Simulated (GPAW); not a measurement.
# SnTe (Fm-3m) in GPAW: further runs

Aim: see how the results for SnTe move with the level of theory and the settings. Levels: PBEsol, PBE. Tasks: dielectric tensor, RPA correlation energy.

All numbers are computed with GPAW 26.7.0; they aren't measurements. Logs are shortened: lines on timing, memory, paths and dates and some standing lists are left out, and cuts for length are marked. The log counts tension as positive stress, the text compression.

**Experimental background.**

A printed reference work, textbook reports, for a bulk crystal of SnTe at 300 K: band gap 0.18 eV (direct).

The results are compared with them further down.

### Step 1. Starting point

The structure is cubic, space group Fm-3m (No. 225). Conventional cell: a = 6.302 Å, b = 6.302 Å, c = 6.302 Å, α = 90.00°, β = 90.00°, γ = 90.00°. Te (site symmetry m-3m) is surrounded by 6 Sn at 3.15 Å. Around Sn (site symmetry m-3m) lie 6 Te at 3.15 Å.

### Step 2. Dielectric tensor, PBEsol

The input, run.py:

```python
import numpy as np
from ase import Atoms
from ase.dft.bandgap import bandgap
from ase.io import write
from gpaw import GPAW, PW, setup_paths
from gpaw.response.df import DielectricFunction

setup_paths.insert(0, '.')

atoms = Atoms(['Te', 'Sn'],
              cell=[[0.0, 3.15085, 3.15085],
                    [3.15085, 0.0, 3.15085],
                    [3.15085, 3.15085, 0.0]],
              scaled_positions=[[0.5, 0.5, 0.5],
                                [0.0, 0.0, 0.0]],
              pbc=True)

calc = GPAW(mode=PW(450),
            xc='PBEsol',
            kpts={'size': (6, 6, 6), 'gamma': True},
            occupations={'name': 'fermi-dirac', 'width': 0.001},
            nbands=19,
            convergence={'density': 1e-06},
            maxiter=150,
            txt='gpaw.txt')
atoms.calc = calc
energy = atoms.get_potential_energy()
calc.write('gs.gpw')
write('result.traj', atoms)
print(f'Energy: {energy:.6f} eV')
print('Fermi level:', round(calc.get_fermi_level(), 4), 'eV')
print(f'Gap: {bandgap(calc)[0]:.4f} eV, direct: {bandgap(calc, direct=True)[0]:.4f} eV')

for size in [(13, 13, 13), (18, 18, 18)]:
    name = 'x'.join(str(n) for n in size)
    dense = calc.fixed_density(kpts={'size': size, 'gamma': True},
                               nbands=36, convergence={'bands': 30, 'eigenstates': 1e-7},
                               update_fermi_level=True, txt=f'dense-{name}.txt')
    dense.write(f'{name}.gpw', mode='all')
    df = DielectricFunction(f'{name}.gpw', frequencies=np.array([0.0]), hilbert=False, eta=0.001,
                            ecut=80, nbands=30, intraband=False, txt=f'df-{name}.txt')
    for xc in ['RPA', 'ALDA_X', 'LR0.3']:
        for direction in ['x', 'y', 'z', [0, 1, 1], [1, 0, 1], [1, 1, 0]]:
            e0, e = df.get_macroscopic_dielectric_constant(xc=xc, direction=direction)
            print(f'{name} {xc} {direction}: {e0:.4f} without, {e:.4f} with local fields')
```

Potentials or basis: PAW data sets generated in the run's folder for this functional, pw.

Started as:

```
gpaw-setup -f PBEsol Sn Te
OMP_NUM_THREADS=1 python run.py
```

gpaw.txt:

```text
__  _  _
 | _ |_)|_||  |
 |__||  | ||/\| - 26.7.0

Input parameters:
  mode=PW(ecut=450.00000000000006),
  convergence={'density': 1e-06},
  kpts=MonkhorstPack(size=(6, 6, 6), gamma=True),
  maxiter=150,
  nbands=19,
  occupations=Occupations(name='fermi-dirac', width=0.001),
  xc=XC(name='PBEsol')

Diagonalizing LCAO Hamiltonian
Converting LCAO to pw mode

                 Te

       Sn

Atoms  # Å, Bohr magnetons
|   | symbol |        x |        y |        z |    initial magnetic moments |
|---|--------|----------|----------|----------|-----------------------------|
| 0 |     Te | 3.150850 | 3.150850 | 3.150850 | ( 0.0000,  0.0000,  0.0000) |
| 1 |     Sn | 0.000000 | 0.000000 | 0.000000 | ( 0.0000,  0.0000,  0.0000) |

Unit cell  # Å
| periodic |        x |        y |        z |  lengths |    angles |
|----------|----------|----------|----------|----------|-----------|
|      yes | 0.000000 | 3.150850 | 3.150850 | 4.455975 | 60.000000 |
|      yes | 3.150850 | 0.000000 | 3.150850 | 4.455975 | 60.000000 |
|      yes | 3.150850 | 3.150850 | 0.000000 | 4.455975 | 60.000000 |

Number of symmetries: 48
Symmetry operations  # r_c * U_cc + t_c -> r_c
|    | kind |            matrix            |
|----|------|------------------------------|
|  0 |  σ   |  1, 0, 0,  1, 0,-1,  1,-1, 0 |
|  1 |  C2  |  1, 0, 0,  1,-1, 0,  1, 0,-1 |
|  2 |  E   |  1, 0, 0,  0, 1, 0,  0, 0, 1 |
|  3 |  σ   |  1, 0, 0,  0, 0, 1,  0, 1, 0 |
|  4 |  C4  |  1, 0,-1,  1, 0, 0,  1,-1, 0 |
|  5 |  S6  |  1, 0,-1,  1,-1, 0,  1, 0, 0 |
|  6 |  σ   |  1, 0,-1,  0, 1,-1,  0, 0,-1 |
|  7 |  C3  |  1, 0,-1,  0, 0,-1,  0, 1,-1 |
|  8 |  S6  |  1,-1, 0,  1, 0, 0,  1, 0,-1 |
|  9 |  C4  |  1,-1, 0,  1, 0,-1,  1, 0, 0 |
| 10 |  C3  |  1,-1, 0,  0,-1, 1,  0,-1, 0 |
| 11 |  σ   |  1,-1, 0,  0,-1, 0,  0,-1, 1 |
| 12 |  σ   |  0, 1, 0,  1, 0, 0,  0, 0, 1 |
| 13 |  C4  |  0, 1, 0,  0, 1,-1, -1, 1, 0 |
| 14 |  C3  |  0, 1, 0,  0, 0, 1,  1, 0, 0 |
| 15 |  S6  |  0, 1, 0, -1, 1, 0,  0, 1,-1 |
| 16 |  C2  |  0, 1,-1,  1, 0,-1,  0, 0,-1 |
| 17 |  σ   |  0, 1,-1,  0, 1, 0, -1, 1, 0 |
| 18 |  S4  |  0, 1,-1,  0, 0,-1,  1, 0,-1 |
| 19 |  C4  |  0, 1,-1, -1, 1, 0,  0, 1, 0 |
| 20 |  C3  |  0, 0, 1,  1, 0, 0,  0, 1, 0 |
| 21 |  σ   |  0, 0, 1,  0, 1, 0,  1, 0, 0 |
| 22 |  S6  |  0, 0, 1,  0,-1, 1, -1, 0, 1 |
| 23 |  C4  |  0, 0, 1, -1, 0, 1,  0,-1, 1 |
| 24 |  S4  |  0, 0,-1,  1, 0,-1,  0, 1,-1 |
| 25 |  C3  |  0, 0,-1,  0, 1,-1,  1, 0,-1 |
| 26 |  C2  |  0, 0,-1,  0,-1, 0, -1, 0, 0 |
| 27 |  S6  |  0, 0,-1, -1, 0, 0,  0,-1, 0 |
| 28 |  S4  |  0,-1, 1,  1,-1, 0,  0,-1, 0 |
| 29 |  C4  |  0,-1, 1,  0, 0, 1, -1, 0, 1 |
| 30 |  C2  |  0,-1, 1,  0,-1, 0,  1,-1, 0 |
| 31 |  σ   |  0,-1, 1, -1, 0, 1,  0, 0, 1 |
| 32 |  C3  |  0,-1, 0,  1,-1, 0,  0,-1, 1 |
| 33 |  S6  |  0,-1, 0,  0, 0,-1, -1, 0, 0 |
| 34 |  S4  |  0,-1, 0,  0,-1, 1,  1,-1, 0 |
| 35 |  C2  |  0,-1, 0, -1, 0, 0,  0, 0,-1 |
| 36 |  C2  | -1, 1, 0,  0, 1, 0,  0, 1,-1 |
| 37 |  S6  | -1, 1, 0,  0, 1,-1,  0, 1, 0 |
| 38 |  S4  | -1, 1, 0, -1, 0, 1, -1, 0, 0 |
| 39 |  C3  | -1, 1, 0, -1, 0, 0, -1, 0, 1 |
| 40 |  S6  | -1, 0, 1,  0, 0, 1,  0,-1, 1 |
| 41 |  C2  | -1, 0, 1,  0,-1, 1,  0, 0, 1 |
| 42 |  C3  | -1, 0, 1, -1, 1, 0, -1, 0, 0 |
| 43 |  S4  | -1, 0, 1, -1, 0, 0, -1, 1, 0 |
| 44 |  C2  | -1, 0, 0,  0, 0,-1,  0,-1, 0 |
| 45 |  i   | -1, 0, 0,  0,-1, 0,  0, 0,-1 |
| 46 |  σ   | -1, 0, 0, -1, 1, 0, -1, 0, 1 |
| 47 |  C2  | -1, 0, 0, -1, 0, 1, -1, 1, 0 |

BZ-sampling:
  Number of BZ points: 216
  Number of IBZ points: 16

  Monkhorst-Pack size: [6, 6, 6]
  Monkhorst-Pack shift: [0.08333333333333333, 0.08333333333333333, 0.08333333333333333]

K-points  # in reciprocal-cell coordinates
|     |                                coordinates |     weight |
|-----|--------------------------------------------|------------|
|   0 | (  0.00000000,   0.00000000,   0.00000000) | 0.00462963 |
|   1 | (  0.16666667,   0.16666667,   0.00000000) | 0.02777778 |
|   2 | (  0.16666667,   0.16666667,   0.16666667) | 0.03703704 |
|   3 | (  0.33333333,   0.16666667,   0.16666667) | 0.05555556 |
|   4 | (  0.33333333,   0.33333333,  -0.33333333) | 0.05555556 |
|   5 | (  0.33333333,   0.33333333,   0.00000000) | 0.02777778 |
|   6 | (  0.33333333,   0.33333333,   0.16666667) | 0.11111111 |
|   7 | (  0.33333333,   0.33333333,   0.33333333) | 0.03703704 |
|   8 | (  0.50000000,   0.33333333,  -0.33333333) | 0.11111111 |
|   9 | (  0.50000000,   0.33333333,  -0.16666667) | 0.05555556 |
| ... |                                            |            |
|  15 | (  0.50000000,   0.50000000,   0.50000000) | 0.01851852 |

Plane wave coefficients: 1380
Cutoff: 450.00000000000006 eV

Spin-components: 1 (collinear spins)
Bands:           19
Projectors:      11
Spin-degeneracy: 2
Datatype:        complex128

Parallelization:
  kpt:    1
  domain: 1
  band:   1

Density:
  Valence electrons: 20.0
  Components: 1
  Grid points: [24 24 24]
  Charge: 0.0  # |e|

Potential:
  Grid points: [24 24 24]

species:
  Te:
    name:    Tellurium
    Z:       52.0
    valence: 6
    core:    46
    charge:  0.0  # [|e|]
    compensation charges:
      type: gauss
      rc: 0.36  # [Å]
      lmax: 2
    cutoffs:
      filter: 2.09  # [Å]
      core: 3.17  # [Å]
    projectors
    | kind |    occ | energy [eV] | rcut [Å] |
    |------|--------|-------------|----------|
    |   5s |  2.000 |     -15.132 |    1.180 |
    |   5p |  4.000 |      -5.970 |    1.196 |
    |    s |        |      12.080 |    1.180 |
    |    p |        |      21.241 |    1.196 |
    |    d |        |       0.000 |    1.238 |

    Using partial waves for Te as LCAO basis

  Sn:
    name:    Tin
    Z:       50.0
    valence: 14
    core:    36
    charge:  0.0  # [|e|]
    compensation charges:
      type: gauss
      rc: 0.38  # [Å]
      lmax: 2
    cutoffs:
      filter: 2.23  # [Å]
      core: 2.35  # [Å]
    projectors
    | kind |    occ | energy [eV] | rcut [Å] |
    |------|--------|-------------|----------|
    |   5s |  2.000 |     -10.584 |    1.201 |
    |   5p |  2.000 |      -3.711 |    1.270 |
    |   4d | 10.000 |     -25.798 |    1.185 |
    |    s |        |      16.628 |    1.201 |
    |    p |        |      23.501 |    1.270 |
    |    d |        |       1.413 |    1.185 |

    Using partial waves for Sn as LCAO basis

Reference energy: -352647.811924  # eV

eigensolver:
  PPCG
  Converge bands: occupied
  niter=2

density mixing:
  MSR1-Mixer
  Pratt-step length: 0.05
  Maximum mixing coefficient: 0.75
  Old densities: 10
  SVD Regularization: 0.005
  Good broyden scale: 1.0
  Trust region scale: 1.0
  Backstep threshold: 4.0
  History deletion threshold: 6.0
  Fourier metric: weight=20.0, sigma=0.015

occupation numbers:
  Fermi-Dirac:
    width: 0.0010  # eV

poisson solver:
  ecut: 3600.0000000000005  # eV

xc functional:
  name: PBEsol with 2 nearest neighbor stencil

convergence criteria:
- Maximum integral of absolute [dens]ity change: 1e-06 electrons / valence electron
- Maximum [total energy] change in last 3 cyles: 0.0005 eV / valence electron
- Maximum integral of absolute [eigenst]ate change: 4e-08 eV^2 / valence electron
maximum number of iterations: 150

SCF iterations
|iter     | |      energy | eigst |  dens |
|---------|-|-------------|-------|-------|
|iter:   1| |   -8.601616 | -0.19 |       |
|iter:   2| |   -8.595772 | -2.36 | -1.51 |
|iter:   3| |   -8.561323 | -2.82 | -1.55 |
|iter:   4| |   -8.561126 | -4.23 | -2.15 |
|iter:   5| |   -8.561173c| -5.03 | -2.67 |
|iter:   6| |   -8.561176c| -6.47 | -3.35 |
|iter:   7| |   -8.561177c| -7.82c| -4.24 |
|iter:   8| |   -8.561177c| -7.86c| -4.76 |
|iter:   9| |   -8.561177c| -8.23c| -5.93 |
|iter:  10| |   -8.561177c| -8.85c| -6.38c|

Converged in 10 steps
Energy contributions relative to reference atoms: (reference = -352647.811924)

Energy contributions:
  Kinetic:          11.920151
  Coulomb:         -12.367108
  Zero:              0.154377
  External:          0.000000
  Xc:               -8.268597
  Entropy:          -0.000000
  Spinorbit:         0.000000
  ----------------------------
  Free energy:      -8.561177
  Extrapolated:     -8.561177

dipole moment: (-21.415185, -21.415185, -21.415185)  # |e|*Ang

Fermi level: 6.363
Eigenvalues  # (at kpt = [0.000, 0.000, 0.000])
| band index |      eig [eV] | occ [0-2] |
|------------|---------------|-----------|
|          0 |       -15.495 |     2.000 |
|        ... |               |           |
|          2 |       -15.487 |     2.000 |
|          3 |       -15.487 |     2.000 |
|          4 |       -15.487 |     2.000 |
|          5 |        -6.504 |     2.000 |
|          6 |         1.602 |     2.000 |
|          7 |         4.163 |     2.000 |
[... 9 lines left out ...]
|         17 |        13.228 |     0.000 |
|         18 |        13.228 |     0.000 |

Gap: 0.150 eV
Transition (v -> c):
  (s=0, k=15, n=9, [0.50, 0.50, 0.50]) -> (s=0, k=15, n=10, [0.50, 0.50, 0.50])
No difference between direct/indirect transitions
# Writing to gs.gpw (mode='')
```

Wall time 5.9 min (1 thread of Arm Neoverse V2, shared host); peak memory 1.4 GiB.

Results:

| Property | Result |
| --- | --- |
| Free energy | -8.5612 eV |
| Band gap on the k mesh | 0.15 eV, direct |
| Electronic dielectric tensor (diagonal) | 68.13 |

Electronic dielectric tensor:
```
68.13  0.00  0.00
 0.00 68.13  0.00
 0.00  0.00 68.13
```

Caveat: the dielectric constant isn't converged in the k mesh; the gap is small at this level, which inflates the dielectric constant; the long-wavelength limit can be off by a per cent or two; spin-orbit coupling is left out, which moves the levels of the heavy elements.

### Step 3. RPA correlation energy, PBE

The input, run.py:

```python
import numpy as np
from ase import Atoms
from ase.units import Bohr, Ha
from gpaw import GPAW, PW
from gpaw.hybrids.energy import non_self_consistent_energy
from gpaw.xc.rpa import RPACorrelation

atoms = Atoms(['Te', 'Sn'],
              cell=[[0.0, 3.15085, 3.15085],
                    [3.15085, 0.0, 3.15085],
                    [3.15085, 3.15085, 0.0]],
              scaled_positions=[[0.5, 0.5, 0.5],
                                [0.0, 0.0, 0.0]],
              pbc=True)

for x in [0.94, 0.97, 1.0, 1.03, 1.06]:
    ecuts = np.array([128.0, 160.0, 200]) * x**(-2 / 3)  # the same plane waves at each volume
    a = atoms.copy()
    a.set_cell(atoms.cell * x**(1 / 3), scale_atoms=True)
    calc = GPAW(mode=PW(450),
                xc='PBE',
                kpts={'size': (3, 3, 3), 'gamma': True},
                occupations={'name': 'fermi-dirac', 'width': 0.001},
                nbands=19,
                convergence={'density': 1e-06},
                maxiter=150,
                txt=f'gs-{x:.2f}.txt')
    a.calc = calc
    dft = a.get_potential_energy(force_consistent=True)
    calc.write(f'gs-{x:.2f}.gpw')
    exx = non_self_consistent_energy(calc, 'EXX').sum()
    calc.diagonalize_full_hamiltonian(nbands=int(a.get_volume() / Bohr**3 * (ecuts[-1] / Ha)**1.5 * 2**0.5 / 3 / np.pi**2 * 1.15) + 30)
    calc.write(f'full-{x:.2f}.gpw', mode='all')
    ec = RPACorrelation(f'full-{x:.2f}.gpw', ecut=ecuts, nfrequencies=12, skip_gamma=False, txt=f'rpa-{x:.2f}.txt').calculate()
    slope, ec_inf = np.polyfit(ecuts**-1.5, ec, 1)
    print(f'V = {a.get_volume():.4f} A^3: DFT {dft:.5f}, EXX {exx:.5f}, correlation', *ec.round(5), f'extrapolated {ec_inf:.5f}, total {exx + ec_inf:.5f} eV', flush=True)
```

Potentials or basis: GPAW PAW data sets (gpaw-data 1.2.1), pw.

Started as:

```
OMP_NUM_THREADS=1 python run.py
```

Output:

```text
Non-self-consistent RPA correlation energy

Atoms                          : SnTe
Ground state XC functional     : PBE
Valence electrons              : 20
Number of bands                : 492
Number of spins                : 1
Number of k-points             : 27
Number of irreducible k-points : 4
Number of irreducible q-points : 4

    q: [0.0000 0.0000 0.0000] - weight: 0.037
    q: [0.3333 0.3333 0.6667] - weight: 0.444
    q: [0.3333 0.3333 0.0000] - weight: 0.222
    q: [0.3333 0.3333 0.3333] - weight: 0.296

Analytical coupling constant integration

Frequencies
    Gauss-Legendre integration with 12 frequency points
    Transformed from [0,oo] to [0,1] using e^[-aw^(1/B)]
    Highest frequency point at 800.0 eV and B=2.0

    G-vector decomposition        : 1

Response function bands : Equal to number of plane waves
Plane wave cutoffs (eV) : 133.390 166.738 208.423
No Coulomb truncation

# 0
q = [0.000 0.000 0.000]
E_cut = 133 eV / Bands = 181:
E_c(q) = -18.400 eV
E_cut = 166 eV / Bands = 283:
E_c(q) = -19.327 eV
E_cut = 208 eV / Bands = 411:
E_c(q) = -19.816 eV

# 1
q = [0.333 0.333 0.667]
E_cut = 133 eV / Bands = 212:
E_c(q) = -15.901 eV
E_cut = 166 eV / Bands = 284:
E_c(q) = -16.438 eV
E_cut = 208 eV / Bands = 403:
E_c(q) = -16.903 eV

# 2
q = [0.333 0.333 0.000]
E_cut = 133 eV / Bands = 206:
E_c(q) = -15.961 eV
E_cut = 166 eV / Bands = 302:
E_c(q) = -16.663 eV
E_cut = 208 eV / Bands = 419:
E_c(q) = -17.068 eV

# 3
q = [0.333 0.333 0.333]
E_cut = 133 eV / Bands = 205:
E_c(q) = -17.955 eV
E_cut = 166 eV / Bands = 287:
E_c(q) = -18.593 eV
E_cut = 208 eV / Bands = 401:
E_c(q) = -19.033 eV

==========================================================

Total correlation energy:
   133:   -16.6156 eV
   167:   -17.2337 eV
   208:   -17.6785 eV

Extrapolated energies:
   133 - 167:  -18.788 eV
   167 - 208:  -18.798 eV
```

stdout:

```text
IBZ(<points: 4, symmetries: 48>)
Occupied bands: 10
DFT energy: -7.772313953961996 eV
minus DFT-XC energy: 8.872176690848557 eV
Core-core contribution:          -8732.519
Valence-core contribution:        -201.096
Valence-valence contribution:     -210.168
V = 58.8086 A^3: DFT -7.77231, EXX 114.56847, correlation -16.61564 -17.23365 -17.67854 extrapolated -18.79293, total 95.77554 eV
IBZ(<points: 4, symmetries: 48>)
Occupied bands: 10
DFT energy: -7.827649174105035 eV
minus DFT-XC energy: 8.350028109160519 eV
Core-core contribution:          -8732.519
Valence-core contribution:        -200.990
Valence-valence contribution:     -209.811
V = 60.6855 A^3: DFT -7.82765, EXX 114.45416, correlation -16.48486 -17.12112 -17.57478 extrapolated -18.71877, total 95.73539 eV
IBZ(<points: 4, symmetries: 48>)
[... 8 lines left out ...]
Occupied bands: 10
DFT energy: -7.873294561132552 eV
minus DFT-XC energy: 7.415636345739653 eV
Core-core contribution:          -8732.519
Valence-core contribution:        -200.812
Valence-valence contribution:     -209.155
V = 64.4392 A^3: DFT -7.87329, EXX 114.30749, correlation -16.23679 -16.90871 -17.38226 extrapolated -18.58618, total 95.72132 eV
IBZ(<points: 4, symmetries: 48>)
Occupied bands: 10
DFT energy: -7.874323013889158 eV
minus DFT-XC energy: 6.994320455050726 eV
Core-core contribution:          -8732.519
Valence-core contribution:        -200.735
Valence-valence contribution:     -208.857
V = 66.3161 A^3: DFT -7.87432, EXX 114.26044, correlation -16.11584 -16.80915 -17.2928 extrapolated -18.53127, total 95.72917 eV
```

gs-0.94.txt:

```text
__  _  _
 | _ |_)|_||  |
 |__||  | ||/\| - 26.7.0

Input parameters:
  mode=PW(ecut=450.00000000000006),
  convergence={'density': 1e-06},
  kpts=MonkhorstPack(size=(3, 3, 3), gamma=True),
  maxiter=150,
  nbands=19,
  occupations=Occupations(name='fermi-dirac', width=0.001),
  xc=XC(name='PBE')

Diagonalizing LCAO Hamiltonian
[... 233 lines left out ...]
|          3 |       -14.727 |     2.000 |
|          4 |       -14.727 |     2.000 |
|          5 |        -6.049 |     2.000 |
|          6 |         2.814 |     2.000 |
|          7 |         4.895 |     2.000 |
[... 9 lines left out ...]
|         17 |        14.180 |     0.000 |
|         18 |        14.180 |     0.000 |

Gap: 1.408 eV
Transition (v -> c):
  (s=0, k=3, n=9, [0.33, 0.33, 0.33]) -> (s=0, k=3, n=10, [0.33, 0.33, 0.33])
No difference between direct/indirect transitions
# Writing to gs-0.94.gpw (mode='')

Matrix size: 1276x1276
# Writing to full-0.94.gpw (mode='all')
```

It took 9.9 min on 1 thread of Arm Neoverse V2, shared host; peak memory 0.84 GiB.

What came out:

```
Equilibrium volume : 31.65 Å³/atom (rough: see the caveat)
Bulk modulus       : 36 GPa (rough)
```

Energy against volume, from the lowest point:
```csv
volume (Å³/atom),energy (meV/atom)
29.404,28.95
30.343,8.87
31.281,0.00
32.220,1.83
33.158,5.76
```

Caveat: the k mesh is coarse (spacing up to 0.58 Å⁻¹), so the values aren't converged; the fit is doubtful: noisy points or a state that changes with volume; this odd mesh misses L, where the gap lies, so gap, dielectric constants and Born charges aren't listed; the long-wavelength limit can be off by a per cent or two.

### Step 4. Against experiment

Step 2. A measured gap of SnTe is 0.18 eV (direct; 300 K; a printed reference work, textbook); the calculated 0.15 eV misses it by -0.03 eV. Spin-orbit coupling on Sn, Te is left out. The value is that of PBEsol on a finite k mesh, which can miss the band edges, without temperature or zero-point motion. Semilocal functionals fall short of measured gaps as a rule.
